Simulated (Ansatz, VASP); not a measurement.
## Eu: VASP beside Ansatz

File POSCAR:

```
Eu
1.0
   -2.3030000000      2.3030000000      2.3030000000
    2.3030000000     -2.3030000000      2.3030000000
    2.3030000000      2.3030000000     -2.3030000000
Eu
1
Direct
    0.0000000000      0.0000000000      0.0000000000
```

File INCAR.step1:

```
SYSTEM = Eu
PREC = Accurate
ENCUT = 520
ISMEAR = -1
SIGMA = 0.05
LREAL = .False.
LASPH = .True.
NELM = 150
ISPIN = 2
MAGMOM = 7
LMAXMIX = 6
NBANDS = 18
GGA = PE
ALGO = Normal
EDIFF = 1E-4
LWAVE = .True.
LCHARG = .False.
```

Contents of INCAR.step2:

```
SYSTEM = Eu
PREC = Accurate
ENCUT = 520
EDIFF = 1E-6
ISMEAR = -1
SIGMA = 0.05
LREAL = .False.
LASPH = .True.
NELM = 150
ALGO = Normal
ISIF = 2
LWAVE = .False.
LCHARG = .True.
ISPIN = 2
MAGMOM = 7
LORBIT = 11
LMAXMIX = 6
METAGGA = R2SCAN
LMIXTAU = .True.
LELF = .True.
LVHAR = .True.
NBANDS = 18
ISTART = 1
```

KPOINTS

```
Automatic mesh
0
Gamma
  8 8 8
  0 0 0
```

input.yaml

```yaml
crystal:
  lattice:
    - [-2.303, 2.303, 2.303]
    - [2.303, -2.303, 2.303]
    - [2.303, 2.303, -2.303]
  atoms:
    - { symbol: Eu, position: [0.0, 0.0, 0.0], spin: 7.0 }
hamiltonian:
  xc: r2scan
  pseudopotentials: { kind: paw }
magnetization:
  spin_polarized: true
kpoints:
  mp_grid: { grid: [8, 8, 8] }
  band_path:
    path:
      - [[0.0, 0.0, 0.0], [0.5, -0.5, 0.5], [0.0, 0.0, 0.5], [0.0, 0.0, 0.0], [0.25, 0.25, 0.25], [0.5, -0.5, 0.5]]
      - [[0.25, 0.25, 0.25], [0.0, 0.0, 0.5]]
    npoints: 14
scf:
  occupations: { method: fermi_dirac, width: 0.05 }
  n_extra_bands: 6
output:
  forces: true
  stress: true
  eigenvalues: true
  fatbands: true
```

Alike in both runs: functional r2SCAN; k mesh 8 × 8 × 8; occupations fermi-dirac, width 0.05 eV; collinear spin.

|  | VASP | Ansatz |
| --- | --- | --- |
| version | VASP 6.6.1 | Ansatz 0.2.0 |
| potentials or method | VASP PAW PBE potentials, release 64 (Eu) | Ansatz PAW |
| plane-wave cutoff (eV) | 520 | 500 |
| valence electrons in the cell | 17 | 17 |
| task | single point | band structure |

Ansatz gave:

| Property | Result |
| --- | --- |
| gap on the k mesh at the Fermi level (eV) | none |
| pressure (GPa) | -1.2 |
| net moment per atom (μB) | 7.75 |
| size of the moment on the site where the two differ most (μB) | 7.28 |

Question: Which values does VASP return?

Answer: gap on the k mesh at the Fermi level (eV): none; pressure (GPa): -1.6; net moment per atom (μB): 7.73; size of the moment on the site where the two differ most (μB): 6.70.

Site moments also hang on the region over which each program counts them. A gap of «none» marks a metal or a gap that the smearing closes.

Caveats: spin-orbit coupling is left out, which moves the levels of the heavy elements; the PAW data sets were made with another functional, which shifts forces and pressure a little (VASP); the magnetic or orbital state may not be the lowest (Ansatz); the PAW data sets come from PBE, with cores solved anew for the run's functional, which leaves a small shift of forces and pressure (Ansatz). The state reached can hang on the start; a lower one may exist.
